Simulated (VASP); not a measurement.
Write the native input for VASP 6.6.1 that does the following.

| Property | Result |
| --- | --- |
| Task | relaxation of cell and atoms |
| Functional | PBEsol |
| Potentials or basis | VASP PAW PBE potentials, release 64 (Zr_sv, B) |
| Cutoff | 600 eV |
| k mesh | 15 × 15 × 12 |
| Occupations | gaussian, width 0.1 eV |
| Spin | no spin polarisation |
| Dipole correction | no |
| Further INCAR settings | ALGO = Fast; EDIFF = 1e-07; IBRION = 2; EDIFFG = -0.005; NSW = 70; ISIF = 3 |

The structure of ZrB2 lies in POSCAR:

```
ZrB2
1.0
    3.1711659775      0.0000000000      0.0000000000
   -1.5855829887      2.7463102961      0.0000000000
    0.0000000000      0.0000000000      3.5422975713
Zr B
1 2
Direct
    0.0000000000      0.0000000000      0.0000000000
    0.3333333333      0.6666666667      0.5000000000
    0.6666666667      0.3333333333      0.5000000000
```

One way to write it, as run:

INCAR

```
  ALGO = Fast
  EDIFF = 1E-7
  EDIFFG = -0.005
  ENCUT = 600
  GGA = PS
  IBRION = 2
  ISIF = 3
  ISMEAR = 0
  LASPH = T
  LCHARG = F
  LREAL = F
  LWAVE = F
  NELM = 100
  NSW = 70
  PREC = Accurate
  SIGMA = 0.1
```

KPOINTS

```
k-points
0
Gamma
  15 15 12
```

Potentials or basis: VASP PAW PBE potentials, release 64 (Zr_sv, B).

Command:

```sh
$ cat potpaw_PBE.64/Zr_sv/POTCAR potpaw_PBE.64/B/POTCAR > POTCAR
$ mpirun -np 1 vasp_std > vasp.out
```

It gave:

| Quantity | Value |
| --- | --- |
| Relaxed volume | 10.09 Å³/atom |
| Relaxed cell | a = 3.156 Å, b = 3.156 Å, c = 3.509 Å, α = 90.00°, β = 90.00°, γ = 120.00° |
| Space group after relaxing (to 0.05 Å) | P6/mmm (No. 191) |
| Energy gained by relaxing | 2.9 meV/atom |
| Ionic steps | 8 |
| Pressure after relaxing | 0.0 GPa |
| Band gap on the k mesh | none (metal or under the smearing width) |

Caveat: the PAW data sets were made with another functional, which shifts forces and pressure a little.

It took 11 min on 1 thread of Intel(R) Xeon(R) Platinum 8259CL CPU @ 2.50GHz (Skylake/Cascade Lake), on a shared host, peak memory 0.25 GiB.
